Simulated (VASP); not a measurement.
# AgI: single point with PBEsol

The system is AgI, a slab with vacuum.

```xyz
6
Lattice="4.5610 0.0000 0.0000 -2.2805 3.9499 0.0000 0.0000 0.0000 23.3790" Properties=species:S:1:pos:R:3 pbc="T T T"
I     0.0000    0.0000    7.5000
I     0.0000    2.6333   11.2240
I     2.2805    1.3166   14.9480
Ag    0.0000    2.6333    8.4310
Ag    2.2805    1.3166   12.1550
Ag    0.0000    0.0000   15.8790
```

The cell isn't the ideal one: (1 1 1) slab cut from the bulk.

```
Program                : VASP 6.6.1
Task                   : single point
Functional             : PBEsol
Potentials or basis    : VASP PAW PBE potentials, release 64 (I, Ag)
Cutoff                 : 520 eV
k mesh                 : 6 × 6 × 1
Occupations            : gaussian, width 0.05 eV
Spin                   : no spin polarisation
Dipole correction      : yes
Further INCAR settings : ALGO = Normal; EDIFF = 1e-07; NBANDS = 36
```

The largest force is 0.675 eV/Å and the band gap on the k mesh is none (metal or under the smearing width).

Forces on the atoms (eV/Å):
```
I    0.000  0.000  0.228
I    0.000  0.000  0.339
I    0.000  0.000  0.675
Ag   0.000  0.000 -0.391
Ag   0.000  0.000 -0.320
Ag   0.000  0.000 -0.530
```

Levels at points of the mesh, in eV from the Fermi level:
```tsv
k point	band 25	band 26	band 27	band 28	band 29	band 30
(0.00, 0.00, 0.00)	-1.08	-0.19	0.00	0.00	1.35	1.81
(0.50, 0.00, 0.00)	-2.05	-1.06	-0.96	0.67	2.00	2.52
```

It took 5.1 min on 1 thread of Intel(R) Xeon(R) Platinum 8259CL CPU @ 2.50GHz (Skylake/Cascade Lake) (shared host), peak memory 0.55 GiB.

Caveat: the PAW data sets were made with another functional, which shifts forces and pressure a little. The run has no spin-orbit coupling, so splittings on I are missing.
